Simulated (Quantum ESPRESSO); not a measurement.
Crystal: SiC (Moissanite).

```
CELL_PARAMETERS angstrom
3.07600 0.00000 0.00000
-1.53800 2.66389 0.00000
0.00000 0.00000 5.04800
ATOMIC_POSITIONS crystal
Si 0.66667 0.33333 0.50000
Si 0.33333 0.66667 0.00000
C 0.66667 0.33333 0.88500
C 0.33333 0.66667 0.38500
```

Base run:

- Program: Quantum ESPRESSO 7.5
- Functional: AM05
- Potentials or basis: PseudoDojo 0.4.1 SR PBE standard
- Cutoff: 1116 eV
- Density cutoff: 4463 eV
- k mesh: 8 × 8 × 4, shifted
- Occupations: fermi-dirac, width 0.05 eV
- Spin: no spin polarisation

Its results: pressure 0.8 GPa; largest force 0.758 eV/Å; electronic dielectric tensor (diagonal) 7.07, 7.07, 7.67.

Question: After a change of settings the same cell gave: pressure 1.8 GPa; largest force 0.759 eV/Å; electronic dielectric tensor (diagonal) 7.02, 7.02, 7.60. Which change was it?
A. functional from AM05 to BLYP
B. functional from AM05 to PBEsol; potentials or basis from PseudoDojo 0.4.1 SR PBE standard to PseudoDojo 0.4.1 SR PBEsol standard
C. functional from AM05 to WC
D. functional from AM05 to LDA; potentials or basis from PseudoDojo 0.4.1 SR PBE standard to PseudoDojo 0.4.1 SR LDA standard

Answer: C.

Caveats: the potentials were made for another functional, which shifts forces and pressure.

Runs at the PBE level aren't shown here.
